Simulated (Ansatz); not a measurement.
**Molecular dynamics of Si**

The input (input.yaml):

```yaml
crystal:
  lattice:
    - [0.0, 5.688954, 5.688954]
    - [5.688954, 0.0, 5.688954]
    - [5.688954, 5.688954, 0.0]
  atoms:
    - { symbol: Si, position: [0.0, 0.0, 0.0] }
    - { symbol: Si, position: [0.125, 0.125, 0.125] }
    - { symbol: Si, position: [0.0, 0.0, 0.5] }
    - { symbol: Si, position: [0.125, 0.125, 0.625] }
    - { symbol: Si, position: [0.0, 0.5, 0.0] }
    - { symbol: Si, position: [0.125, 0.625, 0.125] }
    - { symbol: Si, position: [0.0, 0.5, 0.5] }
    - { symbol: Si, position: [0.125, 0.625, 0.625] }
    - { symbol: Si, position: [0.5, 0.0, 0.0] }
    - { symbol: Si, position: [0.625, 0.125, 0.125] }
    - { symbol: Si, position: [0.5, 0.0, 0.5] }
    - { symbol: Si, position: [0.625, 0.125, 0.625] }
    - { symbol: Si, position: [0.5, 0.5, 0.0] }
    - { symbol: Si, position: [0.625, 0.625, 0.125] }
    - { symbol: Si, position: [0.5, 0.5, 0.5] }
    - { symbol: Si, position: [0.625, 0.625, 0.625] }
basis:
  ecutwfc: 420.0
kpoints:
  mp_grid: { grid: [2, 2, 2] }
hamiltonian:
  xc: pbesol
scf:
  occupations: { method: fermi_dirac, width: 0.3 }
  lower_state_search: "off"
md:
  timestep: 1.5
  n_steps: 80
  ensemble: nvt_langevin
  temperature: 3500.0
  initial_velocities: maxwell_boltzmann
  seed: 826780
  friction: 0.02
```

Command:

```bash
$ ansatz run input.yaml --threads 1 --pin off --max-ram 3072MiB --backend cpu --events-out ev --progress --plain --runs-dir out
```

It starts from a structure without forces on its atoms.

Output, in part (one step line in 3):

```
md step     0: t =     0.00 fs  T =  3281.3 K  F+E_penalty+E_count = -9941.13340154 eV  E_kin = 6.786150 eV  (7 SCF iters)
md step     3: t =     4.50 fs  T =  2345.3 K  F+E_penalty+E_count = -9940.76993181 eV  E_kin = 4.850478 eV  (6 SCF iters)
md step     6: t =     9.00 fs  T =  2123.0 K  F+E_penalty+E_count = -9939.96416782 eV  E_kin = 4.390696 eV  (5 SCF iters)
md step     9: t =    13.50 fs  T =  1962.4 K  F+E_penalty+E_count = -9938.89950932 eV  E_kin = 4.058619 eV  (6 SCF iters)
md step    12: t =    18.00 fs  T =  1454.2 K  F+E_penalty+E_count = -9937.99107739 eV  E_kin = 3.007531 eV  (5 SCF iters)
md step    15: t =    22.50 fs  T =  1677.8 K  F+E_penalty+E_count = -9937.73143876 eV  E_kin = 3.470005 eV  (6 SCF iters)
md step    18: t =    27.00 fs  T =  1646.1 K  F+E_penalty+E_count = -9937.67728871 eV  E_kin = 3.404373 eV  (6 SCF iters)
md step    21: t =    31.50 fs  T =  1734.4 K  F+E_penalty+E_count = -9937.76602687 eV  E_kin = 3.586976 eV  (6 SCF iters)
md step    24: t =    36.00 fs  T =  2282.6 K  F+E_penalty+E_count = -9937.76875834 eV  E_kin = 4.720876 eV  (5 SCF iters)
md step    27: t =    40.50 fs  T =  2326.4 K  F+E_penalty+E_count = -9937.48662165 eV  E_kin = 4.811442 eV  (5 SCF iters)
md step    30: t =    45.00 fs  T =  2320.7 K  F+E_penalty+E_count = -9937.03535014 eV  E_kin = 4.799490 eV  (6 SCF iters)
md step    33: t =    49.50 fs  T =  2127.5 K  F+E_penalty+E_count = -9936.43572976 eV  E_kin = 4.400074 eV  (5 SCF iters)
md step    36: t =    54.00 fs  T =  2316.2 K  F+E_penalty+E_count = -9935.77918607 eV  E_kin = 4.790290 eV  (5 SCF iters)
md step    39: t =    58.50 fs  T =  1958.7 K  F+E_penalty+E_count = -9935.32081537 eV  E_kin = 4.050857 eV  (5 SCF iters)
md step    42: t =    63.00 fs  T =  1861.2 K  F+E_penalty+E_count = -9934.94894839 eV  E_kin = 3.849302 eV  (6 SCF iters)
md step    45: t =    67.50 fs  T =  1744.0 K  F+E_penalty+E_count = -9934.86877522 eV  E_kin = 3.606871 eV  (5 SCF iters)
md step    48: t =    72.00 fs  T =  2250.8 K  F+E_penalty+E_count = -9934.94336395 eV  E_kin = 4.655059 eV  (6 SCF iters)
md step    51: t =    76.50 fs  T =  2722.7 K  F+E_penalty+E_count = -9934.93905403 eV  E_kin = 5.630902 eV  (5 SCF iters)
md step    54: t =    81.00 fs  T =  3053.7 K  F+E_penalty+E_count = -9934.59052065 eV  E_kin = 6.315454 eV  (5 SCF iters)
md step    57: t =    85.50 fs  T =  2872.5 K  F+E_penalty+E_count = -9934.16438694 eV  E_kin = 5.940759 eV  (5 SCF iters)
md step    60: t =    90.00 fs  T =  2370.9 K  F+E_penalty+E_count = -9933.90092565 eV  E_kin = 4.903430 eV  (7 SCF iters)
md step    63: t =    94.50 fs  T =  2521.5 K  F+E_penalty+E_count = -9933.74728121 eV  E_kin = 5.214927 eV  (6 SCF iters)
md step    66: t =    99.00 fs  T =  2235.7 K  F+E_penalty+E_count = -9933.69107753 eV  E_kin = 4.623844 eV  (6 SCF iters)
md step    69: t =   103.50 fs  T =  1786.2 K  F+E_penalty+E_count = -9933.79618442 eV  E_kin = 3.694162 eV  (5 SCF iters)
md step    72: t =   108.00 fs  T =  2429.5 K  F+E_penalty+E_count = -9934.13087367 eV  E_kin = 5.024495 eV  (6 SCF iters)
md step    75: t =   112.50 fs  T =  2182.7 K  F+E_penalty+E_count = -9934.33515964 eV  E_kin = 4.514135 eV  (5 SCF iters)
md step    78: t =   117.00 fs  T =  2942.0 K  F+E_penalty+E_count = -9934.52097441 eV  E_kin = 6.084552 eV  (5 SCF iters)
md step    80: t =   120.00 fs  T =  2944.6 K  F+E_penalty+E_count = -9934.50030315 eV  E_kin = 6.089859 eV  (7 SCF iters)
```

The run went to its last step. The mean temperature of the second half is 31 % below the set value. A run of 0.12 ps of so small a system gives no equilibrium averages. Limits of this set-up: coarse k mesh.

Mean squared displacements from the first frame to the last, about the centre of mass: Si 0.48 Å².

Last frame:

```xyz
16
Lattice="0.0000 5.6890 5.6890 5.6890 0.0000 5.6890 5.6890 5.6890 0.0000" Properties=species:S:1:pos:R:3
Si 0.138 -0.125 -0.188
Si 1.114 1.084 1.746
Si 3.056 2.393 0.729
Si 4.290 4.682 1.416
Si 3.366 0.336 2.178
Si 3.757 0.583 4.753
Si 5.346 2.035 3.122
Si 6.269 4.324 3.609
Si 0.058 2.857 2.815
Si 1.977 4.178 3.700
Si 2.790 6.481 2.847
Si 4.447 7.460 4.752
Si 3.170 2.803 5.473
Si 4.666 4.392 6.833
Si 5.965 5.603 5.377
Si 7.305 6.897 6.687
```

Time of the run: 8 min on 1 thread of Arm Neoverse V2 (shared host), peak memory 0.7 GiB.
